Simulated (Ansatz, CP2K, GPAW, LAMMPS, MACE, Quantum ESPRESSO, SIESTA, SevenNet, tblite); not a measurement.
## Amorphous 63SiO2-37Rb2O (mol %) (105 atoms) in other programs, against a plane-wave reference

Aim: run amorphous 63SiO2-37Rb2O (mol %) (105 atoms) in several programs and set results and cost side by side. A plane-wave run serves as the reference.

Method: Kohn-Sham DFT, PBE, PAW, plane waves, in Ansatz 0.2.0.

## (1) Starting point

The cell holds 105 atoms: 22 Si, 26 Rb and 57 O. Its edges and angles: a = 12.074 Å, b = 12.074 Å, c = 12.074 Å, α = 90.0°, β = 90.0°, γ = 90.0°. 105 atoms (22 Si, 26 K, 57 O) placed at random at 2.46 g/cm³, melted at 5000 K for 10 ps at fixed volume with the Morse and Coulomb pair potential with partial charges (Pedone, Malavasi, Menziani, Cormack and Segre, J. Phys. Chem. B 110, 11780 (2006)). Quenched from 5000 K to 300 K at 1000 K/ps and fixed volume, held 10 ps at zero pressure, then minimised at fixed cell. Then K was replaced by Rb and the cell scaled by 1.013 (the potential has no terms for the new elements, so the cell is a start for a DFT relaxation).

## (2) The reference run

The PAW files are the set soft_2.

Input file input.yaml:

```yaml
crystal:
  lattice:
    - [12.07362, 0.0, 0.0]
    - [0.0, 12.07362, 0.0]
    - [0.0, 0.0, 12.07362]
  atoms:
    - { symbol: Si, position: [0.06726, 0.60014, 0.80893] }
    - { symbol: Si, position: [0.86785, 0.73298, 0.26132] }
    - { symbol: Si, position: [0.78584, 0.58331, 0.47052] }
    - { symbol: Si, position: [0.53605, 0.31767, 0.91874] }
    [... 95 atom lines left out ...]
    - { symbol: O, position: [0.33858, 0.1268, 0.7832] }
    - { symbol: O, position: [0.22475, 0.99192, 0.2202] }
    - { symbol: O, position: [0.12981, 0.13608, 0.35391] }
    - { symbol: O, position: [0.07814, 0.59532, 0.67171] }
    - { symbol: O, position: [0.02057, 0.12706, 0.54348] }
    - { symbol: O, position: [0.53622, 0.53082, 0.68744] }
kpoints:
  mp_grid: { grid: [1, 1, 1] }
hamiltonian:
  xc: pbe
scf:
  occupations: { method: fermi_dirac, width: 0.05 }
output:
  forces: true
  eigenvalues: true
  populations: true
  stress: true
```

Launch:

```sh
$ ansatz run input.yaml --threads 4 --pin off --max-ram 8192MiB --backend cpu --events-out ev --progress --plain --runs-dir out
```

Numbers of over 12 decimals in the logs are rounded to 6 here.

The log of the run:

```text
[...]
Pseudopotentials: kind: paw
Pseudopotential: Si, paw, valence charge 4, recommended cutoff 420 eV (normal), Si.paw.azcp
Pseudopotential: Rb, paw, valence charge 9, recommended cutoff 420 eV (normal), Rb.paw.azcp
Pseudopotential: O, paw, valence charge 6, recommended cutoff 420 eV (normal), O.paw.azcp
[... 5 lines on functional and potentials left out ...]
Crystal: 105 atoms, lattice volume = 1759.999 Å³
Basis set: ecut = 420 eV, 34457 PW (Γ), exchange–correlation on 162×162×162 points (8 copies of the dense FFT grid, shifted against one another)
Bands: 437, of which v1, the nominal top of the filled ones, is band 332 counted from 1 (331 counted from 0)
Symmetry: 1 space group operations
Space group: P1 (ITA 1), of the structure as read, at distance tolerance 1.2e-4 Å
k-points: 1
[... 7 lines on functional and potentials left out ...]
Initial density: superposition of atomic densities (neutral atoms: chi_scale 0, normalization atom), corrected by the library's trained network
Initial wavefunctions: pseudopotential atomic-orbital guess
[...]
SCF iter   1: F=—  HF=-131381.745289 eV  |F-HF|=—  |Δ(HF+E_count)|=         —  Δρ=2.03e-3  dr2=1.14e-1  ethr=1.77e-3  ⟨swp⟩=6.0  Hψ=1970  notcnv=0  defer=93
preconditioner: auto → Resta (q_TF=auto, 2.319 Å⁻¹)  ε∞=3.2  [insulator: Δε(μ)=2.944 eV  Ē_g=14.693 eV  σ=0.050 eV  W_gap=1.00  n_scr=364 (ndim 8)  ℏωp=21.9 eV  f_vac=0.107  D(μ)=0.00/eV (n_scr^D=0)  ε∞_Penn≈3.2]
[...]
SCF iter   8: F=—  HF=-131381.740268 eV  |F-HF|=—  |Δ(HF+E_count)|=   1.50e-6  Δρ=7.95e-6  dr2=9.48e-7  ethr=4.32e-10  ⟨swp⟩=2.0  Hψ=632  notcnv=0  defer=101
SCF iter   9: F=-131381.740268 eV  HF=-131381.740268 eV  |F-HF|=4.15e-8  |Δ(HF+E_count)|=   1.00e-7  Δρ=1.72e-6  dr2=5.72e-8  ethr=1.51e-11  ⟨swp⟩=15.0  Hψ=2746  notcnv=0
SCF 1 converged in 9 iterations: F = -131381.740268 eV  dr2 = 5.72e-8
[...]
SCF converged after 9 iterations
Free energy (F): -131381.740268 eV
Harris-Foulkes:  -131381.740268 eV  (|F-HF|=4.15e-8)
Internal energy: -131381.740268 eV  (E = F + TS)
E sigma→0 (E₀):  -131381.740268 eV
Fermi energy:    6.655370 eV
--- Per-component energies (eV) ---
[...]
Σ components = -131381.740268   (vs F -131381.740268, Δ=0.00e0)
--- Forces (eV/Å), atoms counted from 1 ---
  atom   1  Si     0.11242939     1.85042128    -0.33111729
  atom   2  Si     0.68851949    -1.41653178    -0.50853456
  atom   3  Si     0.81624973     1.07016890     0.21374573
  atom   4  Si     0.76076136    -0.93273052     0.89614004
[...]
atom 105  O     -0.47509326    -0.86149280     0.02706132
  max |Σ_I F_I| component: 5.83e-5 eV/Å
--- Stress (GPa, compression-positive) ---
        3.305340       0.640855       0.572789
        0.640855       6.502417      -1.021376
        0.572790      -1.021374       4.876558
  P = ⅓ Tr σ = 4.8948 GPa (48.948 kbar)
--- Band table (eV) ---
  k-point 0: bands = ["-21.8960", "-21.2242", "-21.2078", "-21.1885", [... 421 levels ...], "13.4460", "13.4725", "13.5147", "13.5453", "13.5782", "13.6096", "13.6279", "13.6727", "13.7107", "13.7180", "13.7559", "13.7858"]
--- Löwdin populations: 105 sites ---
  site symbol       q [e]
     0     Si      2.3758
     1     Si      2.4069
     2     Si      2.3585
[...]
104      O      6.9660
  spilling = 0.010945 (of n_electrons = 664.000000)
```

Wall time 34 s (4 threads of Arm Neoverse V1, shared host); peak memory 2.3 GiB; 2.2 min of CPU time.

The column dr2 measures how far the density is from self-consistency, as an energy; F and HF (Harris–Foulkes) agree once it is small.

Read from the output:

```yaml
free_energy: -131381.7403 eV
free_energy_per_atom: -1251.2547 eV/atom
scf_cycles: 9
pressure: 4.895 GPa
r_m_s_force_component: 0.6148 eV/Å
longest_force: 2.268 eV/Å
fermi_energy: 6.655 eV
spacing_of_highest_filled_and_lowest_empty_level: 2.875 eV
spilling_of_the_projection: 0.01094
```

Neighbours are counted within 3.35 Å (O-Rb), 2.08 Å (O-Si).

Length of the force by element and coordination:

```
element  coordination  atoms  mean length of the force (eV/Å)  spread  least   most
      O           all     57                            0.976   0.253  0.378   1.50
      O             2      4                            0.933   0.187  0.805   1.25
      O             3     19                            0.879   0.257  0.378   1.38
      O             4     14                            0.948   0.229  0.601   1.24
      O             5     14                             1.11    0.24  0.758   1.50
      O             6      4                             1.06   0.237  0.695   1.30
      O             7      2                             1.09  0.0246   1.07   1.12
     Rb           all     26                            0.806   0.364  0.250   1.54
     Rb             3      1                             1.54       0   1.54   1.54
     Rb             4      3                            0.482  0.0988  0.383  0.617
     Rb             5     10                            0.897   0.282  0.315   1.27
     Rb             6      8                            0.706   0.294  0.250   1.09
     Rb             7      4                            0.839   0.479  0.368   1.47
     Si           all     22                             1.27   0.486  0.408   2.27
```

Löwdin charges by element and coordination (they lack the spilled electrons, 0.069 e an atom on average):

```
element  coordination  atoms  mean charge (e)  spread   least    most
      O           all     57           -0.910  0.0949   -1.05  -0.806
      O             2      4           -0.812  0.0058  -0.819  -0.806
      O             3     19           -0.836  0.0487  -0.984  -0.806
      O             4     14           -0.905  0.0801   -1.02  -0.817
      O             5     14           -0.991  0.0639   -1.05  -0.846
      O             6      4            -1.03   0.008   -1.04   -1.02
      O             7      2            -1.04  1.0e-4   -1.04   -1.04
     Rb           all     26            0.888  0.0076   0.872   0.900
     Rb             3      1            0.895       0   0.895   0.895
     Rb             4      3            0.892  0.0055   0.884   0.896
     Rb             5     10            0.883  0.0079   0.872   0.898
     Rb             6      8             0.89  0.0071   0.875   0.900
     Rb             7      4            0.889  0.0029   0.885   0.893
     Si           all     22             1.64  0.0617    1.53    1.75
```

The levels nearest the highest filled one (over half full), pooled over k-points and spins:

```csv
level less the highest filled one (eV),occupation
-0.400,2
-0.315,2
-0.283,2
-0.212,2
-0.118,2
0,2
2.88,0
3.52,0
3.91,0
4.20,0
4.43,0
4.53,0
```

## (3) Local order

Density 3.54 g/cm³, 16.76 Å³ an atom.

Pair distribution functions g(r), in bins of 0.2 Å:

```csv
r (Å),total,O-O,O-Rb,O-Si,Rb-Rb,Rb-Si,Si-Si
1.50,1.12,0.00,0.00,4.95,0.00,0.00,0.00
1.70,3.07,0.00,0.00,13.46,0.00,0.00,0.00
1.90,0.00,0.00,0.00,0.00,0.00,0.00,0.00
2.10,0.00,0.00,0.00,0.00,0.00,0.00,0.00
2.30,0.00,0.00,0.00,0.00,0.00,0.00,0.00
2.50,0.29,0.98,0.00,0.00,0.00,0.00,0.00
2.70,3.04,6.94,3.67,0.00,0.00,0.00,0.00
2.90,1.01,0.16,3.13,0.07,1.46,0.00,0.33
3.10,0.63,0.09,1.09,0.00,1.73,0.00,4.71
3.30,0.84,0.40,0.56,0.36,1.94,2.01,3.81
3.50,1.01,0.70,0.73,0.81,1.87,3.00,0.00
3.70,0.99,0.91,0.52,1.21,1.38,2.19,0.00
3.90,1.06,0.65,0.80,1.53,0.95,2.34,0.00
4.10,1.20,0.89,0.73,2.14,1.35,1.32,0.67
4.30,1.05,0.80,0.72,1.94,0.56,1.15,0.62
4.50,0.70,0.74,0.90,0.44,1.01,0.42,0.71
4.70,0.93,0.85,1.27,0.93,0.56,0.44,0.93
4.90,1.22,1.51,1.73,0.54,1.04,0.86,0.85
5.10,1.08,1.46,1.22,0.66,0.48,0.75,1.57
5.30,1.06,1.42,1.17,0.72,0.88,0.82,0.61
5.50,0.88,0.88,0.88,0.85,1.16,0.69,1.15
5.70,0.91,0.78,0.93,1.06,1.03,0.75,1.15
5.90,0.78,0.71,0.60,0.93,0.60,1.09,1.17
```

Bonds by pair of elements; cutoffs follow the first minimum of g(r), held within bounds set by covalent radii, and pairs that aren't listed don't count as bonded:

```
pair A-B  cutoff (Å)  bonds  mean length (Å)  spread (Å)  shortest (Å)  B about A  A about B
    O-Rb        3.35    141             2.87       0.169          2.61       2.47       5.42
    O-Si        2.08     88             1.63       0.042          1.55       1.54          4
```

How many atoms have how many bonded neighbours:

```csv
element,mean,2,3,4,5,6,7
O,4.02,4,19,14,14,4,2
Rb,5.42,0,1,3,10,8,4
Si,4,0,0,22,0,0,0
```

Oxygen atoms by the number of network formers (Si, P, Ge, B, Al, As, Ga) bound to them:

| network formers bound to O | O atoms | per cent |
| --- | --- | --- |
| 0 | 0 | 0 |
| 1 | 26 | 45.6 |
| 2 | 31 | 54.4 |

Network units: each former by its oxygen neighbours and how many of them bridge to another former:

| former | O neighbours | bridging O | atoms |
| --- | --- | --- | --- |
| Si | 4 | 1 | 1 |
| Si | 4 | 2 | 7 |
| Si | 4 | 3 | 9 |
| Si | 4 | 4 | 5 |

## (4) What was run beside it

The programs:
- CP2K 2026.2: Gaussian basis with GTH pseudopotentials and a plane-wave density; labels give functional, basis (MOLOPT sets; SR short-range, UZH the newer set with its own potentials), grid cutoff/relative cutoff and solver (OT: orbital transformation; TRS4, TC2, SIGN: linear-scaling purification with its sparsity filter), or its built-in tight binding.
- GPAW 26.7.0: PAW with atomic orbitals (LCAO), plane waves or a real-space grid of spacing h.
- MACE: machine-learned potential, published weights.
- Quantum ESPRESSO 7.5: plane waves; labels (QE) give functional, pseudopotential set and cutoffs of waves/density.
- SIESTA 5.4.2: numerical atomic orbitals, whose automatically made sets are far from complete, with PseudoDojo norm-conserving potentials that we converted to its format (checked against plane waves on the same files for H, C, O, Si, Ge and Ca alone); labels give functional, basis size, energy shift and mesh cutoff.
- SevenNet: machine-learned potential, published weights.
- tblite 0.8.0: extended tight binding, driven from Python.

All use the same cell and atoms; the electronic-structure runs use the same k-mesh, and an electronic temperature of 580 K (0.05 eV) where levels are smeared.

Differences are against the plane-wave reference, forces as r.m.s. over components; share is that over the reference's r.m.s. force, slope the least-squares factor from reference forces to these. Total energies of different programs have different zeros and aren't compared.

| run | Δ force, r.m.s. (meV/Å) | share (%) | slope | Δ pressure (GPa) | Δ gap (eV) | cores | CPU time | memory (GiB) |
| --- | --- | --- | --- | --- | --- | --- | --- | --- |
| reference | - | - | - | - | - | 4 | 2.2 min | 2.3 |
| CP2K PBE, DZVP-UZH, 600/50 Ry, OT DIIS | 83.3 | 13.6 | 1.032 | 0.669 | -0.0669 | 2 | 24 min | 2.4 |
| GPAW PBE, LCAO dzp, h 0.18 Å | 319 | 51.9 | 1.384 | - | -0.395 | 2 | 16 min | 3.6 |
| GPAW PBE, LCAO dzp, h 0.28 Å (coarse) | 1504 | 245 | 1.416 | - | -0.436 | 1 | 4.9 min | 1.2 |
| GPAW RPBE, LCAO dzp, h 0.18 Å | 369 | 60.1 | 1.447 | - | -0.249 | 2 | 16 min | 3.6 |
| MACE MP-0b3 medium potential | 91.4 | 14.9 | 0.977 | 0.0581 | - | 1 | 8.9 s | 1.1 |
| MACE MPA-0 medium potential | 71.0 | 11.5 | 1.005 | 0.183 | - | 1 | 9.6 s | 1.1 |
| QE PBE, sssp-1.3.0-efficiency, 60/480 Ry | 31.7 | 5.16 | 1.024 | 0.127 | 0.001 | 2 | 24 min | 5.6 |
| SIESTA PBE, DZP, shift 0.01 Ry, mesh 500 Ry | 233 | 37.9 | 1.270 | 2.01 | -0.645 | 4 | 13 min | 4.3 |
| SIESTA PBE, SZP, shift 0.01 Ry, mesh 500 Ry (coarse) | 406 | 66.0 | 1.405 | 5.11 | -0.842 | 2 | 11 min | 3.6 |
| SIESTA PBEsol, DZP, shift 0.01 Ry, mesh 500 Ry | 192 | 31.3 | 1.202 | -0.964 | -0.635 | 4 | 13 min | 4.3 |
| SevenNet l3i5 potential | 53.6 | 8.72 | 0.993 | -0.0278 | - | 1 | 11 s | 1.5 |
| tblite GFN1-xTB | 4715 | 767 | 3.931 | 18.0 | - | 1 | 7.1 s | 0.13 |

Rows marked coarse were listed beforehand as settings not expected to be converged; some can still land near the reference.

Times of the machine-learned potentials are mostly Python's start and the loading of weights.

CPU time is summed over cores on a shared host, where runs went side by side, so it is rough. Symmetry, cutoffs, thresholds, outputs and thread counts weren't matched or tuned between programs; memory under MPI is the largest rank's times the ranks.

Runs without a result: CP2K PBE, DZVP-MOLOPT-SR, 600/50 Ry, SIGN filter 1e-03, SCF 1e-04 (ended with an error: KS energy is an abnormal value (NaN/Inf)).

Mean charges by element (e), by run and scheme:

```csv
run,scheme,Si,Rb,O
reference,Löwdin,+1.64,+0.89,-0.91
"CP2K PBE, DZVP-UZH, 600/50 Ry, OT DIIS",Mulliken,+1.04,+0.73,-0.74
"CP2K PBE, DZVP-UZH, 600/50 Ry, OT DIIS",Hirshfeld,+0.45,+0.38,-0.35
"SIESTA PBE, DZP, shift 0.01 Ry, mesh 500 Ry",Hirshfeld,+0.34,+0.38,-0.30
"SIESTA PBEsol, DZP, shift 0.01 Ry, mesh 500 Ry",Hirshfeld,+0.32,+0.37,-0.29
tblite GFN1-xTB,Mulliken,+0.80,+0.61,-0.59
```

The reference's Löwdin charges lack the electrons that the projection spills, 0.069 e an atom on average.

Within one program, basis, potentials and functional, energies share a zero. Each run against its twin at the usual cutoff or grid and solver:

```csv
run,twin,Δ energy (meV/atom),"Δ force, r.m.s. (meV/Å)",CPU time over the twin's
"GPAW PBE, LCAO dzp, h 0.28 Å","LCAO dzp, h 0.18 Å",547,1482,0.30 (this twin ran on 2 cores)
```

## (5) What came out

| Property | Result |
| --- | --- |
| reference r.m.s. force component | 0.615 eV/Å |
| nearest in forces | QE PBE, sssp-1.3.0-efficiency, 60/480 Ry, 5.2 % |
| farthest in forces | tblite GFN1-xTB, 767 % |
| cheapest electronic-structure run beside the reference | tblite GFN1-xTB, 7.1 s of CPU time |

In words: PBE on plane waves or a grid with other potentials, cutoffs or grids, coarse settings apart, differs from the reference by 5.2 % (QE PBE, sssp-1.3.0-efficiency, 60/480 Ry) of the r.m.s. force; this holds the reference's own error, so differences of a few per cent don't tell which side is nearer the exact PBE result (QE's 60 Ry are 816 eV, against the reference's 420 eV). The PBE runs in local orbitals, coarse settings apart, differ by 14 % (CP2K PBE, DZVP-UZH, 600/50 Ry, OT DIIS) to 52 % (GPAW PBE, LCAO dzp, h 0.18 Å); basis, grid and potentials can all enter. Tight binding differs by 767 % (tblite GFN1-xTB); it is another model, with fitted parameters of its own, and the xTB methods hold dispersion. Machine-learned potentials differ by 8.7 % (SevenNet l3i5 potential) to 15 % (MACE MP-0b3 medium potential); they were trained on other programs' data. Rows with another functional or a dispersion term differ by 31 % (SIESTA PBEsol, DZP, shift 0.01 Ry, mesh 500 Ry) to 60 % (GPAW RPBE, LCAO dzp, h 0.18 Å), which mixes the change of model with differences of basis and potentials. Runs with settings chosen to be coarse differ by 66 % (SIESTA PBE, SZP, shift 0.01 Ry, mesh 500 Ry) to 245 % (GPAW PBE, LCAO dzp, h 0.28 Å), their programs' other errors included. One electronic-structure run takes under half the reference's CPU time: tblite GFN1-xTB, at 767 % in 7.1 s against 2.2 min, too far off to be of use; its pressure misses by +18.0 GPa. GPAW PBE, LCAO dzp, h 0.18 Å stiffens the forces by a factor of 1.38 while following their directions (correlation 0.970); the difference isn't even, but is largest on one element. At the same functional, gaps differ from the reference's 2.88 eV by between -0.84 and +0.00 eV. In pressure, SIESTA PBE, SZP, shift 0.01 Ry, mesh 500 Ry misses by +5.1 GPa, at the same functional. Charges hang on model, scheme and program or settings: among these rows the mean for Si runs from +0.32 to +1.64 e. In the reference: filled and empty levels are parted by 2.88 eV (at Γ alone); a semilocal functional tends to put such gaps too low. In a disordered cell it changes from sample to sample, and tail or defect levels can set it. In the reference: mean Löwdin charges: O -0.91, Rb +0.89, Si +1.64 e (they miss 1.1 % of the electrons, so they add up to more than the cell's charge). Periodic xTB results under one method name differ between programs and library versions. Machine-learned potentials mimic data converged in k, so the reference's own k-point error enters their differences. The quench rate of 1000 K/ps is many orders above laboratory rates, so the cell is likely richer in defects and strain than a real sample. The network of bonds at the start is that of the classical potential that made the cell, and needn't be the one that DFT or experiment would give. The reference's stress is far from hydrostatic: its diagonal is 3.3, 6.5, 4.9 GPa, compression counted positive. The reference's pressure of 4.9 GPa belongs to a cell and atoms that aren't relaxed at this level. The electronic-structure runs sample only Γ, in a cell whose shortest periodic width is 12 Å.

[Also dropped from logs without a mark: logging warnings of Python, and SIESTA's first energy breakdown and zero terms.]

[Logs are printed without paths, hosts, clocks, repeated set-up lines and the standing remarks that a program may print on its own settings, such as how far it seeks lower states.]

[Hosts, paths, dates, database ids (printed as entryN), source tags and the programs' standing remarks are cut or masked in the printed files.]
